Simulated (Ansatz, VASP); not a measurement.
# Cross-check of Cd3Te3Br between VASP and Ansatz

One calculation is typed for both programs; each brings its own data sets. How far apart do they land? Valence electrons are named where the data sets of a main pair hold unlike numbers.

Program: Ansatz 0.2.0. Level of theory: plane waves, with VASP 6.6.1 beside it; single point at PBE with D3(BJ). Results are calculated unless marked as measured.

The database entry behind the starting cell differs from later determinations by our own check (an axis about 1.1 % short against later determinations), so it need not match the best structure at ambient conditions.

**1. Set-up**

The cell holds 14 atoms: 6 Cd, 6 Te and 2 Br. Cell: a = 9.065 Å, b = 6.410 Å, c = 23.908 Å, α = 90.0°, β = 90.0°, γ = 90.0°. It derives from CdTe. Br2 (tilted) over a hollow site of the (1 1 0) slab of CdTe, cut from the database cell (so at first; earlier steps may have moved the atoms). Vacuum lies along c.

**2. Ansatz: single point, PBE with D3(BJ)**

Ansatz runs on its default PAW (the set named soft_2) files.

A single point gives forces, pressure and levels at one fixed geometry, so differences don't come from the geometry; what else differs is listed under the comparison.

The input, input.yaml:

```yaml
crystal:
  lattice:
    - [9.0651089348, 0.0, 0.0]
    - [0.0, 6.41, 0.0]
    - [0.0, 0.0, 23.9079544674]
  atoms:
    - { symbol: Cd, position: [0.25, 0.5, 0.34549171] }
    - { symbol: Cd, position: [0.75, 0.5, 0.34549171] }
    - { symbol: Cd, position: [0.4957993934, 0.0707084786, 0.4529285892] }
    - { symbol: Cd, position: [0.9880616972, 0.0618503503, 0.4538929839] }
    - { symbol: Cd, position: [0.7366926521, 0.4920529784, 0.5209354149] }
    - { symbol: Cd, position: [0.2237331439, 0.4841922554, 0.515840532] }
    - { symbol: Te, position: [0.5, 0.25, 0.34549171] }
    - { symbol: Te, position: [0.0, 0.25, 0.34549171] }
    - { symbol: Te, position: [0.739296525, 0.7931697637, 0.4362117461] }
    - { symbol: Te, position: [0.2432968312, 0.8011811441, 0.4361830759] }
    - { symbol: Te, position: [0.9798526893, 0.2668897047, 0.5571204754] }
    - { symbol: Te, position: [0.4696662745, 0.2686956184, 0.5580084304] }
    - { symbol: Br, position: [0.6771771268, 0.9418785356, 0.6747565469] }
    - { symbol: Br, position: [0.5838860417, 0.6547742209, 0.6151328667] }
hamiltonian:
  xc: pbe
  pseudopotentials: { kind: paw }
  dispersion: d3bj
kpoints:
  mp_grid: { grid: [2, 3, 1] }
scf:
  occupations: { method: gaussian, width: 0.05 }
  n_extra_bands: 7
efield:
  axis: 3
  dipole_correction: true
  ramp_width: 0.04
output:
  forces: true
  eigenvalues: true
  write_density: true
  write_potential: true
  elf: true
  volumetric_format: npy
```

Command:

```sh
$ ansatz run input.yaml --threads 4 --pin off --max-ram 9216MiB --backend cpu --events-out ev --progress --plain --runs-dir out
```

Numbers of over 12 decimals in the logs are rounded to 6 here.

What it wrote:

```text
scf.n_extra_bands = 7 over 115 filled bands (N_el = 230.0): the run solves 122 bands
Engine: ansatz 0.2.0, x86_64-unknown-linux-gnu
Pseudopotentials: kind: paw
Pseudopotential: Cd, paw, valence charge 20, recommended cutoff 420 eV (normal), Cd.paw.azcp
Pseudopotential: Te, paw, valence charge 16, recommended cutoff 420 eV (normal), Te.paw.azcp
Pseudopotential: Br, paw, valence charge 7, recommended cutoff 420 eV (normal), Br.paw.azcp
Functional definition: PBE
  parameter kappa = 0.804
  parameter beta = 0.066725
  exchange = pbe_x(kappa = kappa, mu = beta*pi^2/3)
  correlation = pbe_c(beta = beta)
Crystal: 14 atoms, lattice volume = 1389.228 Å³
Basis set: ecut = 420 eV, 27237 PW (Γ), exchange–correlation on 128×90×320 points (8 copies of the dense FFT grid, shifted against one another)
Bands: 122, of which v1, the nominal top of the filled ones, is band 115 counted from 1 (114 counted from 0)
Symmetry: 1 space group operations
Space group: P1 (ITA 1), of the structure as read, at distance tolerance 1.1e-4 Å
k-points: 4 of 6 (time reversal used)
Non-local potential: Cd, projectors of the file, l = 0: 3, l = 1: 2, l = 2: 2, l = 3: 1
Non-local potential: Te, projectors of the file, l = 0: 2, l = 1: 2, l = 2: 2, l = 3: 2
Non-local potential: Br, projectors of the file, l = 0: 2, l = 1: 2, l = 2: 2
PAW form: soft (Blöchl's): semilocal exchange-correlation on the pseudo side does not see the compensation charge
PAW one-centre angular grid: Cd, 590 points (default); XC on 64 Gauss nodes
PAW one-centre angular grid: Te, 590 points (default); XC on 64 Gauss nodes
PAW one-centre angular grid: Br, 110 points (default); XC on 64 Gauss nodes
Initial density: superposition of atomic densities (neutral atoms: chi_scale 0, normalization atom), corrected by the library's trained network
Initial wavefunctions: pseudopotential atomic-orbital guess
Functional: x = pbe(κ = 0.804, μ = 0.219515), c = pbe(β = 0.066725)
SCF iter   1: F=—  HF=-96979.476500 eV  |F-HF|=—  |Δ(HF+E_count)|=         —  Δρ=1.19e-3  dr2=6.92e-2  ethr=1.77e-3  p=-0.485 e·Å  D=-6.32e-2 V/Å  ΔV_dip=1.51 eV  dr2_dipole=1.51e-2  V_vac-E_F(+/−)=5.60/4.09 eV  ⟨swp⟩=8.5  Hψ=2290  notcnv=0
efield: sawtooth ramp at fractional position 0.9901 (placed from the atoms, in the widest stretch of the axis that holds none; the zero of the levels goes with the place), width 0.0400; the density the first Hamiltonian is built on has a dipole p = -0.485 e·Å; the dipole correction subtracts the counter field D = -6.32e-2 V/Å, which shifts the + side's vacuum level by +1.51 eV against the − side's; the planar-averaged density in the ramp window peaks in size at 6.0e-6 e/Å³
preconditioner: auto → Resta (q_TF=auto, 2.022 Å⁻¹)  ε∞=2.7  [insulator: Δε(μ)=1.075 eV  Ē_g=8.502 eV  σ=0.050 eV  W_gap=1.00  n_scr=186 (ndim 8)  ℏωp=11.0 eV  f_vac=0.636  D(μ)=0.00/eV (n_scr^D=0)  ε∞_Penn≈2.7  vacuum switching on, ρ_ref=5.2e-3 e/Å³]
SCF iter   2: F=—  HF=-96979.468628 eV  |F-HF|=—  |Δ(HF+E_count)|=   7.87e-3  Δρ=5.71e-4  dr2=1.62e-2  ethr=3.01e-5  p=-0.391 e·Å  D=-5.09e-2 V/Å  ΔV_dip=1.22 eV  dr2_dipole=4.48e-3  V_vac-E_F(+/−)=5.48/4.26 eV  ⟨swp⟩=2.5  Hψ=860  notcnv=0  defer=8
SCF iter   3: F=—  HF=-96979.467688 eV  |F-HF|=—  |Δ(HF+E_count)|=   9.40e-4  Δρ=2.92e-4  dr2=3.13e-3  ethr=7.04e-6  p=-0.435 e·Å  D=-5.67e-2 V/Å  ΔV_dip=1.35 eV  dr2_dipole=7.55e-4  V_vac-E_F(+/−)=5.53/4.18 eV  ⟨swp⟩=2.0  Hψ=595  notcnv=0  defer=8
SCF iter   4: F=—  HF=-96979.468338 eV  |F-HF|=—  |Δ(HF+E_count)|=   6.50e-4  Δρ=1.89e-4  dr2=1.14e-3  ethr=1.36e-6  p=-0.419 e·Å  D=-5.46e-2 V/Å  ΔV_dip=1.31 eV  dr2_dipole=1.09e-5  V_vac-E_F(+/−)=5.49/4.19 eV  ⟨swp⟩=2.0  Hψ=720  notcnv=0  defer=8
SCF iter   5: F=—  HF=-96979.468517 eV  |F-HF|=—  |Δ(HF+E_count)|=   1.79e-4  Δρ=5.82e-5  dr2=7.61e-5  ethr=4.95e-7  p=-0.422 e·Å  D=-5.49e-2 V/Å  ΔV_dip=1.31 eV  dr2_dipole=8.79e-7  V_vac-E_F(+/−)=5.50/4.19 eV  ⟨swp⟩=2.0  Hψ=720  notcnv=0  defer=8
SCF iter   6: F=—  HF=-96979.468771 eV  |F-HF|=—  |Δ(HF+E_count)|=   2.55e-4  Δρ=2.35e-5  dr2=1.61e-5  ethr=3.31e-8  p=-0.421 e·Å  D=-5.49e-2 V/Å  ΔV_dip=1.31 eV  dr2_dipole=6.45e-10  V_vac-E_F(+/−)=5.50/4.18 eV  ⟨swp⟩=2.0  Hψ=732  notcnv=0  defer=8
SCF iter   7: F=—  HF=-96979.468783 eV  |F-HF|=—  |Δ(HF+E_count)|=   1.19e-5  Δρ=8.15e-6  dr2=1.34e-6  ethr=7.02e-9  p=-0.421 e·Å  D=-5.49e-2 V/Å  ΔV_dip=1.31 eV  dr2_dipole=3.49e-9  V_vac-E_F(+/−)=5.50/4.18 eV  ⟨swp⟩=2.0  Hψ=712  notcnv=0  defer=8
SCF iter   8: F=—  HF=-96979.468786 eV  |F-HF|=—  |Δ(HF+E_count)|=   2.56e-6  Δρ=2.82e-6  dr2=1.89e-7  ethr=5.81e-10  p=-0.421 e·Å  D=-5.49e-2 V/Å  ΔV_dip=1.31 eV  dr2_dipole=6.78e-10  V_vac-E_F(+/−)=5.50/4.18 eV  ⟨swp⟩=2.0  Hψ=840  notcnv=0  defer=8
SCF iter   9: F=-96979.468786 eV  HF=-96979.468786 eV  |F-HF|=3.49e-8  |Δ(HF+E_count)|=   1.72e-7  Δρ=8.86e-7  dr2=1.71e-8  ethr=4.35e-11  p=-0.421 e·Å  D=-5.49e-2 V/Å  ΔV_dip=1.31 eV  dr2_dipole=3.49e-10  V_vac-E_F(+/−)=5.50/4.18 eV  ⟨swp⟩=16.8  Hψ=4165  notcnv=0
SCF 1 converged in 9 iterations: F = -96979.468786 eV  dr2 = 1.71e-8
  greatest PAW one-centre occupation: 1.000 electrons in one spin orbital (limit 2), on the Cd atom at site 5 (counted from 0), in its partial waves of l = 0
WARN: The output density's exchange-correlation potential varies sharply where the density is thin. Do not read a vacuum level from v_tot or v_xc, or from such a field of the output density. On a cell that repeats whose density bears no net charge and no dipole along the vacuum's axis use v_es (v_loc + v_h of the components); under efield.dipole_correction with no amplitude use v_es + v_field, which holds any externa [...]
SCF converged after 9 iterations
Free energy (F): -96979.468786 eV
Harris-Foulkes:  -96979.468786 eV  (|F-HF|=3.49e-8)
Internal energy: -96979.468786 eV  (E = F + TS)
E sigma→0 (E₀):  -96979.468786 eV
Fermi energy:    -0.730594 eV
Dipole field:    D = -0.054843 V/Å  (p = -0.421053 e·Å, saw-weighted, corrected)
Work function:   Φ+ = 5.4956 eV   Φ− = 4.1844 eV
Levels:          The Fermi level and band energies are counted from a zero that moves with the ramp; work functions are not
--- Per-component energies (eV) ---
  E_band       = -6707.841369
  E_kinetic    = 4370.881820
  E_local      = -188983.281335  (includes V_loc(G=0)·N_el)
  E_nonlocal   = -1521.071611
  E_hartree    = 93570.567551
  E_xc         = -2327.584897
  E_vxc        = -2151.339781  (∫ρ·V_xc dr)
  E_paw        = -56968.887999  (= ΣΔE_a)
  E_vpaw       = -5547.474250  (= ΣTr[D̂ρ^β])
  E_aug_tail   = -0.001029  (compensation charges beyond the density's cutoff)
  E_efield     = 0.011546  (sawtooth field / dipole correction)
  E_vefield    = -16.696736  (∫n·V_field dr)
  E_ewald      = 54883.021628
  E_disp       = -3.124459  (pairwise vdW)
  E_smearing   = -0.000000  (= −TS)
  E_closure    = 0.000000  (closes the sum)
  Σ components = -96979.468786   (vs F -96979.468786, Δ=0.00e0)
--- Forces (eV/Å), atoms counted from 1 ---
  atom   1  Cd     0.00185264    -0.10880451     0.70912907
  atom   2  Cd     0.03558559    -0.15950644     0.64786531
  atom   3  Cd    -0.00658612    -0.02347020     0.02580724
  atom   4  Cd     0.02148828     0.00076043     0.01507123
  atom   5  Cd     0.00164943    -0.03506578    -0.01196639
  atom   6  Cd    -0.01337521    -0.04911633    -0.02706024
  atom   7  Te    -0.05285877     0.16710292    -0.60553431
  atom   8  Te    -0.06555910     0.14684292    -0.48045326
  atom   9  Te     0.01496401     0.01010539    -0.01035877
  atom  10  Te    -0.00805756     0.00408001    -0.01280649
  atom  11  Te    -0.00676678     0.01889429    -0.09927240
  atom  12  Te     0.03391123     0.00860810    -0.04376417
  atom  13  Br     0.01139806     0.02513562    -0.06790192
  atom  14  Br     0.03235490    -0.00557316    -0.03874958
  max |Σ_I F_I| component: 6.73e-6 eV/Å
--- Band table (eV) ---
  k-point 0: bands = [... 111 lower, -1.9111, -1.8781, -1.8112, -1.2751, -0.1861, 0.0235, 0.5163, 1.1117, ... 3 higher]
  k-point 1: bands = [... 111 lower, -1.8916, -1.8500, -1.7903, -1.6263, -0.1588, 0.2892, 0.4602, 1.1409, ... 3 higher]
  k-point 2: bands = [... 111 lower, -2.0288, -2.0186, -1.9086, -1.7907, -0.1254, 0.5464, 0.5912, 1.3991, ... 3 higher]
  k-point 3: bands = [... 111 lower, -2.0418, -1.9752, -1.8698, -1.8219, -0.1312, 0.5838, 0.6317, 1.5209, ... 3 higher]
```

Run time: 14 s. Hardware: 4 threads of Intel Xeon 6975P-C (Granite Rapids), shared host; peak memory 3.1 GiB; 42 s of CPU time.

**3. VASP: single point, PBE with D3(BJ)**

The same cell, functional, mesh and smearing now go to VASP, with its own data sets.

Lines of VASP's logs that name or quote its potential files are left out, and so is its time.

The input, INCAR:

```
SYSTEM = Cd3Te3Br
PREC = Normal
ENCUT = 300
EDIFF = 1E-05
NELM = 120
ISMEAR = 0
SIGMA = 0.05
LREAL = Auto
ALGO = Fast
GGA = PE
IVDW = 12
NBANDS = 75
LORBIT = 11
LWAVE = .FALSE.
LCHARG = .FALSE.
NCORE = 4
IDIPOL = 3
LDIPOL = .TRUE.
DIPOL = 0.5 0.5 0.472
ISYM = 0
```

The input, POSCAR:

```
Cd3Te3Br
1.0
    9.0651089348      0.0000000000      0.0000000000
    0.0000000000      6.4100000000      0.0000000000
    0.0000000000      0.0000000000     23.9079544674
Cd Te Br
6 6 2
Direct
    0.2500000000      0.5000000000      0.3454917100
    0.7500000000      0.5000000000      0.3454917100
    0.4957993934      0.0707084786      0.4529285892
    0.9880616972      0.0618503503      0.4538929839
    0.7366926521      0.4920529784      0.5209354149
    0.2237331439      0.4841922554      0.5158405320
    0.5000000000      0.2500000000      0.3454917100
    0.0000000000      0.2500000000      0.3454917100
    0.7392965250      0.7931697637      0.4362117461
    0.2432968312      0.8011811441      0.4361830759
    0.9798526893      0.2668897047      0.5571204754
    0.4696662745      0.2686956184      0.5580084304
    0.6771771268      0.9418785356      0.6747565469
    0.5838860417      0.6547742209      0.6151328667
```

The input, KPOINTS:

```
Automatic mesh
0
Gamma
2 3 1
0 0 0
```

Potentials, in the order of the species: Cd, Te and Br (PBE family, release 64).

Command:

```sh
$ mpirun -np 4 vasp_std
```

What it wrote:

```text
[banner, memory and clock lines left out]
running    4 mpi-ranks, on    1 nodes
 distrk:  each k-point on    4 cores,    1 groups
 distr:  one band on    4 cores,    1 groups

 POSCAR found type information on POSCAR CdTeBr
 POSCAR found :  3 types and      14 ions
 LDA part: xc-table for (Slater+PW92), standard interpolation
 POSCAR, INCAR and KPOINTS ok, starting setup
 FFT: planning ... GRIDC
 FFT: planning ... GRID_SOFT
 FFT: planning ... GRID
 WAVECAR not read
 entering main loop
       N       E                     dE             d eps       ncg     rms          rms(c)
DAV:   1     0.871617303202E+03    0.87162E+03   -0.32188E+04   600   0.788E+02
DAV:   2     0.639275364115E+02   -0.80769E+03   -0.78341E+03   781   0.228E+02
DAV:   3    -0.297102900614E+02   -0.93638E+02   -0.92961E+02   701   0.842E+01
DAV:   4    -0.323644862871E+02   -0.26542E+01   -0.26459E+01   688   0.149E+01
DAV:   5    -0.324308785604E+02   -0.66392E-01   -0.66383E-01   736   0.228E+00    0.156E+01
RMM:   6    -0.303107376730E+02    0.21201E+01   -0.38717E+00   625   0.572E+00    0.115E+01
RMM:   7    -0.300967542282E+02    0.21398E+00   -0.23493E+00   646   0.329E+00    0.244E+00
RMM:   8    -0.300615218748E+02    0.35232E-01   -0.14815E-01   669   0.121E+00    0.111E+00
RMM:   9    -0.300549968508E+02    0.65250E-02   -0.60364E-02   677   0.578E-01    0.429E-01
RMM:  10    -0.300569263727E+02   -0.19295E-02   -0.68606E-03   706   0.311E-01    0.116E-01
RMM:  11    -0.300581067396E+02   -0.11804E-02   -0.17723E-03   718   0.123E-01    0.657E-02
RMM:  12    -0.300587634889E+02   -0.65675E-03   -0.56089E-04   692   0.647E-02    0.442E-02
RMM:  13    -0.300590609760E+02   -0.29749E-03   -0.19600E-04   593   0.338E-02    0.331E-02
RMM:  14    -0.300594982188E+02   -0.43724E-03   -0.14323E-04   575   0.238E-02    0.188E-02
RMM:  15    -0.300595166090E+02   -0.18390E-04   -0.17675E-05   481   0.126E-02    0.521E-03
RMM:  16    -0.300596744295E+02   -0.15782E-03   -0.42356E-05   536   0.107E-02    0.644E-03
RMM:  17    -0.300597784245E+02   -0.10399E-03   -0.19035E-05   462   0.729E-03    0.337E-03
RMM:  18    -0.300598263440E+02   -0.47919E-04   -0.53542E-06   363   0.459E-03    0.237E-03
RMM:  19    -0.300598737383E+02   -0.47394E-04   -0.47142E-06   396   0.418E-03    0.261E-03
RMM:  20    -0.300598797453E+02   -0.60071E-05   -0.49543E-07   181   0.245E-03
   1 F= -.33183927E+02 E0= -.33183927E+02  d E =-.173327E-14
```

(Part 1 of 2 ends here.)

[Lines on the potential files, build, host, timing and source positions are cut from VASP's logs without a mark.]

[Logs are printed without paths, hosts, clocks, repeated set-up lines and the standing remarks that a program may print on its own settings, such as how far it seeks lower states.]

[Hosts, paths, dates, database ids (printed as entryN), source tags and the programs' standing remarks are cut or masked in the printed files.]
